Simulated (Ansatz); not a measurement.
MnO in Ansatz: the effect of functional

Crystal: MnO.

```xyz
2
Lattice="2.9106 -1.6819 0.0000 2.9106 1.6819 0.0000 -1.9441 0.0000 2.7529" Properties=species:S:1:pos:R:3 pbc="T T T"
Mn    1.9384    0.0000    1.3783
O     3.8801    0.0000    0.6864
```

The cell comes from a database or a generator and needn't be the stable form of this composition.

The cell isn't the ideal one: volume scaled by 0.94.

Alike in all runs:

| Property | Result |
| --- | --- |
| Program | Ansatz 0.2.0 |
| Task | single point |
| Potentials or basis | Ansatz PAW |
| k mesh | 9 × 9 × 9 |
| Occupations | fermi-dirac, width 0.05 eV |
| Spin | collinear spin, ferromagnetic start |
| Starting moments | [4.0, 0.0] μB |

```csv
functional,cutoff,pressure (GPa),moment (μB)
LDA,420 eV (not typed: the program's choice for these potentials),-9.5,4.81
PBEsol,420 eV (not typed: the program's choice for these potentials),-2.4,4.96
r2SCAN,500 eV (not typed: the program's choice for these potentials),?,?
```

What does the run with functional r2SCAN give?

Pressure 0.8 GPa; moment 5.00 μB.

Caveats: a cell with one magnetic atom can't hold antiferromagnetic order, which such compounds often take; the PAW data sets come from PBE, with cores solved anew for the run's functional, which leaves a small shift of forces and pressure; the magnetic or orbital state may not be the lowest (some runs).
